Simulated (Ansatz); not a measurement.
Crystal: MnO2.

```
CELL_PARAMETERS angstrom
2.43025 -1.48979 0.00000
2.43025 1.48979 0.00000
-0.00239 0.00000 3.42716
ATOMIC_POSITIONS crystal
Mn 0.00000 0.00000 0.00000
O 0.68790 0.68790 0.28890
O 0.31210 0.31210 0.71110
```

The cell comes from a database or a generator and needn't be the stable form of this composition.

Base run:

- Program: Ansatz 0.2.0
- Functional: LDA
- Potentials or basis: all-electron LAPW, scalar-relativistic
- Cutoff: 462 eV (chosen from the basis error)
- Basis error allowed: 0.002 eV/atom
- k mesh: 7 × 7 × 6
- Occupations: gaussian, width 0.05 eV
- Spin: no spin polarisation
- Hubbard terms: Mn d U = 2 eV

Its results: band gap on the k mesh none (metal or under the smearing width); pressure -9.9 GPa; largest force 3.275 eV/Å.

Problem. The run is repeated on the same cell with these changes: spin from no spin polarisation to collinear spin, ferromagnetic start; hubbard terms from Mn d U = 2 eV to Mn d U = 6 eV. What comes out?

Solution. Band gap on the k mesh none (metal or under the smearing width); pressure 23.8 GPa; net moment 3.00 μB per cell; site moments Mn +3.34; O -0.30 μB; largest force 2.722 eV/Å.

Several settings changed at once, so the effect can't be laid on one alone.

Caveats: the k mesh is thin for a metal, which can move the energy by tens of meV per atom; U is the effective U less J, on atomic orbitals that reach past the spheres; an odd number of electrons without spin polarisation forces a metal (some runs); a magnetic or distorted state may lie lower (some runs); U without spin polarisation on a metal has little footing (some runs); the magnetic state may not be the lowest (some runs); a cell with one magnetic atom can't hold antiferromagnetic order, which such compounds often take (some runs).
